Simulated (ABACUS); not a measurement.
Na:

```
CELL_PARAMETERS angstrom
2.14100 2.14100 2.14100
-2.14100 2.14100 2.14100
-2.14100 -2.14100 2.14100
ATOMIC_POSITIONS crystal
Na 0.00000 0.00000 0.00000
```

Base run:

```yaml
Program: ABACUS 3.10.1
Functional: BLYP
Potentials_or_basis: PseudoDojo NC SR 0.5 PBE stringent
Cutoff: 1361 eV
Density_cutoff: 5442 eV
Basis: DZP LCAO (the cutoffs set its grid)
k_mesh: 8 × 8 × 8
Occupations: fermi-dirac, width 0.05 eV
Spin: no spin polarisation
```

Its results: band gap on the k mesh none (metal or under the smearing width); pressure -0.3 GPa.

Question: The run is repeated on the same cell with these changes: functional from BLYP to LDA; potentials or basis from PseudoDojo NC SR 0.5 PBE stringent to PseudoDojo NC SR 0.4.1 LDA stringent. What comes out?

Answer: Band gap on the k mesh none (metal or under the smearing width); pressure -1.1 GPa.

Caveats: the atomic orbitals were generated for these runs and aren't a published set; the basis of atomic orbitals isn't converged, which shifts pressures, moduli and gaps; the potentials were made for another functional, which shifts forces and pressure (some runs).

Not every run made on this cell is shown here.
